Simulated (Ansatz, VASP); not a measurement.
# Two plane-wave programs on ScAl3

File POSCAR:

```
ScAl3
1.0
    4.0855365675      0.0000000000      0.0000000000
    0.0000000000      4.0855365675      0.0000000000
    0.0000000000      0.0000000000      4.0855365675
Sc Al
1 3
Direct
    0.0000000000      0.0000000000      0.0000000000
    0.5000000000      0.0000000000      0.5000000000
    0.0000000000      0.5000000000      0.5000000000
    0.5000000000      0.5000000000      0.0000000000
```

Contents of INCAR.step1:

```
SYSTEM = ScAl3
PREC     = Accurate       ! precision mode
ENCUT    = 520            ! plane-wave cutoff, eV
ISMEAR   = 0              ! smearing method
SIGMA    = 0.1            ! smearing width, eV
LREAL    = .FALSE.        ! projectors in reciprocal space
LASPH    = .TRUE.         ! aspherical terms in the spheres
NELM     = 100            ! most SCF steps
NBANDS   = 18             ! bands
GGA      = PE             ! functional
ALGO     = Normal         ! electronic algorithm
EDIFF    = 1E-4           ! SCF threshold, eV
LWAVE    = .TRUE.         ! write WAVECAR
LCHARG   = .FALSE.        ! write CHGCAR
```

Contents of INCAR.step2:

```
SYSTEM = ScAl3
PREC     = Accurate       ! precision mode
ENCUT    = 520            ! plane-wave cutoff, eV
EDIFF    = 1E-6           ! SCF threshold, eV
ISMEAR   = 0              ! smearing method
SIGMA    = 0.1            ! smearing width, eV
LREAL    = .FALSE.        ! projectors in reciprocal space
LASPH    = .TRUE.         ! aspherical terms in the spheres
NELM     = 100            ! most SCF steps
ALGO     = Normal         ! electronic algorithm
ISIF     = 2              ! what is computed and relaxed
LWAVE    = .FALSE.        ! write WAVECAR
LCHARG   = .FALSE.        ! write CHGCAR
METAGGA  = R2SCAN         ! meta-GGA
LMIXTAU  = .TRUE.       
NBANDS   = 18             ! bands
ISTART   = 1
```

KPOINTS

```
regular mesh
0
G
  10 10 10
  0 0 0
```

Input for Ansatz:

```yaml
crystal:
  lattice:
    - [4.0855365675, 0.0, 0.0]
    - [0.0, 4.0855365675, 0.0]
    - [0.0, 0.0, 4.0855365675]
  atoms:
    - { symbol: Sc, position: [0.0, 0.0, 0.0] }
    - { symbol: Al, position: [0.5, 0.0, 0.5] }
    - { symbol: Al, position: [0.0, 0.5, 0.5] }
    - { symbol: Al, position: [0.5, 0.5, 0.0] }
basis:
  ecutwfc: 500
kpoints:
  mp_grid: { grid: [10, 10, 10] }
  band_path:
    path:
      - [[0.0, 0.0, 0.0], [0.0, 0.5, 0.0], [0.5, 0.5, 0.0], [0.0, 0.0, 0.0], [0.5, 0.5, 0.5], [0.0, 0.5, 0.0]]
      - [[0.5, 0.5, 0.5], [0.5, 0.5, 0.0]]
    npoints: 14
hamiltonian:
  xc: r2scan
scf:
  occupations: { method: gaussian, width: 0.1 }
  n_extra_bands: 10
output:
  forces: true
  stress: true
  eigenvalues: true
  populations: true
  dos: { projected: true, de: 0.02, nscf_kmesh: { grid: [15, 15, 15] } }
  bader: true
  write_density: true
  write_potential: true
  elf: true
  volumetric_format: npy
```

The cell is a database's computed one.

Alike in both runs: task single point; functional r2SCAN; k mesh 10 × 10 × 10; occupations gaussian, width 0.1 eV; no spin polarisation.

|  | VASP | Ansatz |
| --- | --- | --- |
| version | VASP 6.6.1 | Ansatz 0.2.0 |
| potentials or method | VASP PAW PBE potentials, release 64 (Sc_sv, Al) | scalar-relativistic, plane waves, PAW |
| plane-wave cutoff (eV) | 520 | 500 |
| valence electrons in the cell | 20 | 20 |

|  | VASP | Ansatz | Ansatz less VASP |
| --- | --- | --- | --- |
| gap on the k mesh at the Fermi level (eV) | none | none | - |
| pressure (GPa) | 0.0 | 0.0 | 0.00 |

A gap of «none» marks a metal or a gap that the smearing closes.

Caveats: the PAW data sets were made with another functional, which shifts forces and pressure a little (VASP).
